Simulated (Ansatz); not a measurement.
InP: single point with PBE

**What was measured.**

A printed reference work, data compilation reports, for a bulk crystal of InP at 1.6 K: band gap 1.4236 eV (direct).

The system is InP.

```
In P
1.0
     0.00000    2.93050    2.93050
     2.93050    0.00000    2.93050
     2.93050    2.93050    0.00000
In P
1 1
Cartesian
  0.0000 0.0000 0.0000
  4.3957 4.3957 4.3957
```

* Program: Ansatz 0.2.0
* Task: single point
* Functional: PBE
* Potentials or basis: all-electron LAPW, scalar-relativistic
* Cutoff: 245 eV (chosen from the basis error)
* Basis error allowed: 0.001 eV/atom
* k mesh: 8 × 8 × 8
* Occupations: gaussian, width 0.017 eV
* Spin: no spin polarisation

| Item | Value |
| --- | --- |
| Pressure | 3.3 GPa |
| Band gap on the k mesh | 0.71 eV, direct |

Levels at points of the mesh, in eV from the valence-band top:
```
             k point  band 15  band 16  band 17  band 18  band 19  band 20
  (0.00, 0.00, 0.00)     0.00     0.00     0.00     0.71     4.09     4.09
 (0.00, 0.00, -0.50)    -5.73    -0.97    -0.97     1.50     4.81     4.81
(0.00, -0.50, -0.50)    -5.75    -2.32    -2.32     1.77     2.27     9.21
```

It took 9.5 s on 1 thread of Arm Neoverse V2, on a shared host, peak memory 0.27 GiB.

A measured gap of InP is 1.4236 eV (direct; 1.6 K; a printed reference work, data compilation); the calculated 0.71 eV misses it by -0.71 eV. Spin-orbit coupling on In is left out. The value is that of PBE, without temperature or zero-point motion. Semilocal functionals fall short of measured gaps as a rule.

Caveat: spin-orbit coupling is left out, which moves the levels of the heavy elements.
